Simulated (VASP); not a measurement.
# Si (Fd-3m) in VASP: dielectric tensor with HSE06

Aim: the dielectric tensor of Si with HSE06.

Everything below comes from runs of VASP 6.6.1. Logs are shortened: lines on timing, memory, paths and dates and some standing lists are left out, and cuts for length are marked.

### Step 1. The crystal as given

Symmetry: Fd-3m, No. 227, cubic system. The conventional cell has a = 5.435 Å, b = 5.435 Å, c = 5.435 Å, α = 90.00°, β = 90.00°, γ = 90.00°. Si (site symmetry -43m) is surrounded by 4 Si at 2.35 Å.

### Step 2. Dielectric tensor, HSE06

POSCAR

```
Si
1.0
    0.0000000000      2.7176300000      2.7176300000
    2.7176300000      0.0000000000      2.7176300000
    2.7176300000      2.7176300000      0.0000000000
Si
2
Direct
    0.5000000000      0.5000000000      0.5000000000
    0.7500000000      0.7500000000      0.7500000000
```

INCAR.step1

```
PREC     = Accurate       # precision mode
ENCUT    = 520            # plane-wave cutoff, eV
ISMEAR   = 0              # smearing method
SIGMA    = 0.02           # smearing width, eV
LREAL    = False          # projectors in reciprocal space
LASPH    = True           # aspherical terms in the spheres
NELM     = 60             # most SCF steps
ALGO     = Normal         # electronic algorithm
ISIF     = 2              # what is computed and relaxed
LWAVE    = True           # write WAVECAR
LCHARG   = False          # write CHGCAR
GGA      = PE             # functional
EDIFF    = 1E-5           # SCF threshold, eV
```

INCAR.step2

```
PREC     = Accurate       # precision mode
ENCUT    = 520            # plane-wave cutoff, eV
EDIFF    = 1E-8           # SCF threshold, eV
ISMEAR   = 0              # smearing method
SIGMA    = 0.02           # smearing width, eV
LREAL    = False          # projectors in reciprocal space
LASPH    = True           # aspherical terms in the spheres
NELM     = 60             # most SCF steps
ALGO     = Normal         # electronic algorithm
ISIF     = 2              # what is computed and relaxed
LWAVE    = False          # write WAVECAR
LCHARG   = False          # write CHGCAR
GGA      = PE             # functional
LHFCALC  = True           # exact exchange
HFSCREEN = 0.2            # screening, 1/A
PRECFOCK = Fast         
LCALCEPS = True         
ISTART   = 1
```

KPOINTS

```
Automatic mesh
0
Gamma
  6 6 6
```

Potentials or basis: VASP PAW PBE potentials, release 64 (Si).

Started as:

```console
> cat potpaw_PBE.64/Si/POTCAR > POTCAR
> cp INCAR.step1 INCAR
> mpirun -np 1 vasp_std > vasp.out
> cp INCAR.step2 INCAR
> mpirun -np 1 vasp_std > vasp.out
```

OUTCAR:

```text
PREC = Accurate
   ENCUT = 520
   EDIFF = 1E-8
   ISMEAR = 0
   LREAL = False
   LASPH = True
   NELM = 60
   ISIF = 2
   GGA = PE
   LHFCALC = True
   HFSCREEN = 0.2
   PRECFOCK = Fast
   ISTART = 1

 ion  position               nearest neighbor table
   1  0.500  0.500  0.500-   2 2.35   2 2.35   2 2.35   2 2.35
   2  0.750  0.750  0.750-   1 2.35   1 2.35   1 2.35   1 2.35

  LATTYP: Found a face centered cubic cell.
 ALAT       =     5.4352600000

  Lattice vectors:

 A1 = (   0.0000000000,   2.7176300000,   2.7176300000)
 A2 = (   2.7176300000,   0.0000000000,   2.7176300000)
 A3 = (   2.7176300000,   2.7176300000,   0.0000000000)

Analysis of symmetry for initial positions (statically):
=====================================================================
 Subroutine PRICEL returns:
 Original cell was already a primitive cell.

 Routine SETGRP: Setting up the symmetry group for a
 face centered cubic supercell.

 Subroutine GETGRP returns: Found 48 space group operations
 (whereof 24 operations were pure point group operations)
 out of a pool of 48 trial point group operations.

The static configuration has the point symmetry T_d .
 The point group associated with its full space group is O_h .

Analysis of symmetry for dynamics (positions and initial velocities):
=====================================================================
 Subroutine PRICEL returns:
 Original cell was already a primitive cell.

 Routine SETGRP: Setting up the symmetry group for a
 face centered cubic supercell.

 Subroutine GETGRP returns: Found 48 space group operations
 (whereof 24 operations were pure point group operations)
 out of a pool of 48 trial point group operations.

The dynamic configuration has the point symmetry T_d .
 The point group associated with its full space group is O_h .

 Subroutine INISYM returns: Found 48 space group operations
 (whereof 24 operations are pure point group operations),
 and found     1 'primitive' translations

----------------------------------------------------------------------------------------

                                     Primitive cell

  volume of cell :      40.1422

  direct lattice vectors                    reciprocal lattice vectors
     0.000000000  2.717630000  2.717630000    -0.183983839  0.183983839  0.183983839
     2.717630000  0.000000000  2.717630000     0.183983839 -0.183983839  0.183983839
     2.717630000  2.717630000  0.000000000     0.183983839  0.183983839 -0.183983839

  length of vectors
     3.843309204  3.843309204  3.843309204     0.318669357  0.318669357  0.318669357

  position of ions in fractional coordinates (direct lattice)
     0.500000000  0.500000000  0.500000000
     0.750000000  0.750000000  0.750000000

  ion indices of the primitive-cell ions
   primitive index   ion index
                 1           1
                 2           2

----------------------------------------------------------------------------------------

 KPOINTS: Automatic mesh

Automatic generation of k-mesh.
 Grid dimensions read from file:
 generate k-points for:    6    6    6

 Generating k-lattice:

  Cartesian coordinates                     Fractional coordinates (reciprocal lattice)
    -0.030663973  0.030663973  0.030663973     0.166666667  0.000000000  0.000000000
     0.030663973 -0.030663973  0.030663973     0.000000000  0.166666667  0.000000000
     0.030663973  0.030663973 -0.030663973     0.000000000  0.000000000  0.166666667

  Length of vectors
     0.053111559  0.053111559  0.053111559

  Shift w.r.t. Gamma in fractional coordinates (k-lattice)
     0.000000000  0.000000000  0.000000000

 Subroutine IBZKPT returns following result:
 ===========================================

 Found     16 irreducible k-points:

[... 33 lines left out ...]
   LASPH  =      T    aspherical Exc in radial PAW
   ENCUT  =  520.0 eV  38.22 Ry    6.18 a.u.   7.15  7.15  7.15*2*pi/ulx,y,z
   NELM   =     60;   NELMIN=  2; NELMDL=  0     # of ELM steps
   EDIFF  = 0.1E-07   stopping-criterion for ELM
   LREAL  =      F    real-space projection
   EDIFFG = 0.1E-06   stopping-criterion for IOM
   NSW    =      0    number of steps for IOM
   IBRION =     -1    ionic relax: 0-MD 1-quasi-New 2-CG
   NFREE  =      0    steps in history (QN), initial steepest desc. (CG)
   ISIF   =      2    stress and relaxation
   ISYM   =      3    0-nonsym 1-usesym 2-fastsym
   POTIM  = 0.5000    time-step for ionic-motion
   TEBEG  =    0.0;   TEEND  =   0.0 temperature during run
   PSTRESS=    0.0 pullay stress
   NELECT =       8.0000    total number of electrons
   NUPDOWN=      -1.0000    fix difference up-down
   EMIN   =  10.00;   EMAX   =-10.00  energy-range for DOS
   EFERMI =   0.00;   METHOD = LEGACY
   ISMEAR =     0;   SIGMA  =   0.02  broadening in eV -4-tet -1-fermi 0-gaus
   EFERMI_NEDOS =   21; number of points for ismear=-14 and -15
   IALGO  =     38    algorithm
   IMIX   =      1    mixing-type and parameters
     AMIX     =   0.40;   BMIX     =  1.00
     AMIX_MAG =   1.60;   BMIX_MAG =  1.00
  volume/ion in A,a.u.               =      20.07       135.45
  Fermi-wavevector in a.u.,A,eV,Ry     =   0.956249  1.807049 12.441342  0.914413
  Thomas-Fermi vector in A             =   2.085160
   LORBIT       =      0    0 simple, 1 ext, 2 COOP (PROOUT), +10 PAW based schemes
   GGA     = PE    functional components
   LHFCALC =     T    Hartree Fock is set to
   PRECFOCK=fast      Normal, Fast or Accurate (Low or Medium for compatibility)
   ENCUT4O =  -1.0   cutoff for four orbital integrals eV
   NKREDX  =     1    reduce k-point grid by
   NKREDY  =     1    reduce k-point grid by
   NKREDZ  =     1    reduce k-point grid by
   AEXX    =    0.2500 exact exchange contribution
   HFSCREEN=    0.2000 screening length (either q_TF or 0.3 A-1)
   HFSCREENC=   0.2000 screening length for correlation (either q_TF or 0.3 A-1)
   ENCUTFOCK=  -1.0 apply spherical cutoff to Coloumb kernel
   IVDW    =     0    specifies the selected vdW correction
   LEPSILON=     F    determine dielectric tensor
   LRPA    =     F    only Hartree local field effects (RPA)
   LRPA       =     F
 non-spin polarized calculation
 Gauss-broadening in eV      SIGMA  =   0.02
  energy-cutoff  :      520.00
  volume of cell :       40.14
 maximum number of plane-waves:      1106
 NGX is ok and might be reduce to    30
  NGX = 16; NGY = 16; NGZ = 16

 Total electronic dipole moment: p[elc]=(    -0.00000     0.00000     0.00000 ) |e| Angst

 number of electron       8.0000000 magnetization

 Free energy of the ion-electron system (eV)
  ---------------------------------------------------
  ext. energy  EPLUGINS =         0.00000000
  ---------------------------------------------------
  free energy    TOTEN  =       -12.56781359 eV

  energy without entropy =      -12.56781359  energy(sigma->0) =      -12.56781359

 E-fermi :   5.5272     XC(G=0):  -7.8272

 val. band max:        5.4414722319   @ k =   0.0000   0.0000   0.0000
 cond. band min:   10000.0000000000   @ k =   0.0000   0.0000   0.0000
 fundamental gap:   9994.5585277681
 Fermi energy:         5.5272269113

 k-point     1 :       0.0000    0.0000    0.0000
  band No.  band energies     occupation
      1      -7.8367      2.00000
      2       5.4414      2.00000
      3       5.4414      2.00000
      4       5.4415      2.00000
      5   10000.0000      0.00000
      6   10000.0000      0.00000
      7   10000.0000      0.00000
      8   10000.0000      0.00000
[... 243 lines left out ...]
 k-point    24 :       0.0000    0.3333    0.1667
  band No.  band energies     occupation
      1      -6.3967      2.00000
      2       0.5771      2.00000
      3       3.3201      2.00000
      4       3.5510      2.00000
      5   10000.0000      0.00000
      6   10000.0000      0.00000
      7   10000.0000      0.00000
      8   10000.0000      0.00000

 [... further k-points ...]

------------------------ aborting loop because EDIFF is reached ----------------------------------------

            Ionic dipole moment: p[ion]=(   -16.30578   -16.30578   -16.30578 ) |e| Angst

 Total electronic dipole moment: p[elc]=(     0.00004     0.00004     0.02172 ) |e| Angst

 MACROSCOPIC STATIC DIELECTRIC TENSOR (including local field effects)
 ------------------------------------------------------
          10.790793     0.000000    -0.000000
          -0.000000    10.790793    -0.000000
           0.000000     0.000000    10.790793
 ------------------------------------------------------

 PIEZOELECTRIC TENSOR (including local field effects) (e Angst)
          XX          YY          ZZ          XY          YZ          ZX
  --------------------------------------------------------------------------------
  x    -0.00000    -0.00000    -0.00000    -0.00000    -0.00000     0.00000
  y     0.00000    -0.00000     0.00000    -0.00000     0.00000     0.00000
  z     0.00000     0.00000     0.00000     0.00000     0.00000    -0.00000

 PIEZOELECTRIC TENSOR (including local field effects) (C/m^2)
          XX          YY          ZZ          XY          YZ          ZX
  --------------------------------------------------------------------------------
  x    -0.00000    -0.00000    -0.00000    -0.00000    -0.00000     0.00000
  y     0.00000    -0.00000     0.00000    -0.00000     0.00000     0.00000
  z     0.00000     0.00000     0.00000     0.00000     0.00000    -0.00000

 BORN EFFECTIVE CHARGES (including local field effects) (in |e|, cummulative output)
 ---------------------------------------------------------------------------------
 ion    1
    1    -0.00000    -0.00000    -0.00000
    2     0.00000     0.00000     0.00000
    3     0.00000     0.00000    -0.00000
 ion    2
    1     0.00000     0.00000     0.00000
    2     0.00000    -0.00000     0.00000
    3     0.00000     0.00000     0.00000

  FORCE on cell =-STRESS in cart. coord.  units (eV):
  Direction    XX          YY          ZZ          XY          YZ          ZX
  --------------------------------------------------------------------------------------
  -------------------------------------------------------------------------------------
  Total       -0.0119577     -0.0119577     -0.0119577     -0.0000000      0.0000000     -0.0000000
  in kB       -0.4772627     -0.4772627     -0.4772627     -0.0000000      0.0000000     -0.0000000
  external PRESSURE =      -0.4772627 kB  Pullay stress =       0.0000000 kB

 VOLUME and BASIS-vectors are now :
 -----------------------------------------------------------------------------
  energy-cutoff  :      520.00
  volume of cell :       40.14
      direct lattice vectors                 reciprocal lattice vectors
     0.000000000  2.717630000  2.717630000    -0.183983839  0.183983839  0.183983839
     2.717630000  0.000000000  2.717630000     0.183983839 -0.183983839  0.183983839
     2.717630000  2.717630000  0.000000000     0.183983839  0.183983839 -0.183983839

 POSITION                                       TOTAL-FORCE (eV/Angst)
 -----------------------------------------------------------------------------------
      2.71763      2.71763      2.71763        -0.000000     -0.000000     -0.000000
      4.07645      4.07645      4.07645         0.000000      0.000000      0.000000
 -----------------------------------------------------------------------------------
    total drift:                               -0.000000     -0.000000     -0.000000

  FREE ENERGIE OF THE ION-ELECTRON SYSTEM (eV)
  ---------------------------------------------------
  free  energy   TOTEN  =       -12.5678135889 eV

  energy  without entropy=      -12.5678135889  energy(sigma->0) =      -12.56781359
```

Wall time 44 min (1 thread of AMD EPYC 9R45 (Zen 5), shared host); peak memory 0.34 GiB.

What came out:

```yaml
Band_gap_on_the_k_mesh: 1.31 eV, indirect (least direct gap 3.34 eV)
Electronic_dielectric_tensor_diagonal: 10.79
Born_charges_mean_of_the_diagonal: Si +0.00 e
```

Levels at points of the mesh, in eV from the valence-band top:
| k point | band 1 | band 2 | band 3 | band 4 | band 5 | band 6 | band 7 | band 8 |
| --- | --- | --- | --- | --- | --- | --- | --- | --- |
| (0.00, 0.00, 0.00) | -13.28 | 0.00 | 0.00 | 0.00 | 3.34 | 3.34 | 3.34 | 4.31 |
| (0.50, 0.00, 0.00) | -10.69 | -7.71 | -1.31 | -1.31 | 2.25 | 4.16 | 4.16 | 8.64 |
| (0.50, 0.50, 0.00) | -8.67 | -8.67 | -3.13 | -3.13 | 1.31 | 1.31 | 11.49 | 11.49 |

Electronic dielectric tensor:
```
10.79  0.00  0.00
 0.00 10.79  0.00
 0.00  0.00 10.79
```

Born effective charge tensors (e):
atom 1, Si
```
0.00 0.00 0.00
0.00 0.00 0.00
0.00 0.00 0.00
```
atom 2, Si
```
0.00 0.00 0.00
0.00 0.00 0.00
0.00 0.00 0.00
```

Dipole moments of the cell (e·Å, modulo the quantum): ionic -16.306, -16.306, -16.306; electronic 0.000, 0.000, 0.022

Caveat: the PAW data sets were made with another functional, which shifts forces and pressure a little. A k mesh can miss the band edges.
